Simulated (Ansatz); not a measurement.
## Ionic part of the dielectric constant of LiCl at 30 GPa, mode by mode

Theory: DFT PBEsol, scalar-relativistic, plane waves, PAW (Ansatz). Cutoff 420 eV, 10×10×10 k-points (Γ-centred), fixed occupations. No spin polarisation. Phonons by linear response, acoustic sum rule imposed.

It takes space group Fm-3m (No. 225, cubic). Conventional cell: a = 4.465 Å, b = 4.465 Å, c = 4.465 Å, α = 90.00°, β = 90.00°, γ = 90.00°. Li (site symmetry m-3m) is surrounded by 6 Cl at 2.23 Å. Around Cl (site symmetry m-3m) lie 6 Li at 2.23 Å.

Other phases may be more stable at this pressure.

The primitive cell has V = 22.25 Å³ and ε∞,zz = 3.751. Each polar mode adds Δε = (4.92064×10⁷/V)·S/ν² along z, with S its oscillator strength in e²/amu, ν in cm⁻¹ and V in Å³.

Question: From these modes, find each Δε and ε0,zz.
```tsv
ν (cm⁻¹)	S_zz (e²/amu)
470.4	0.1998
```

Answer:
| ν (cm⁻¹) | Δε |
| --- | --- |
| 470.4 | 2.00 |

The sum is 1.998, so ε0,zz = 5.75; the run's tensor has 5.75.

Question: Where do the longitudinal modes lie for a wave vector along z?

Answer: At 582 cm⁻¹. The Lyddane–Sachs–Teller product Π(ν_LO/ν_TO)² = 1.53 matches ε0/ε∞ = 1.53.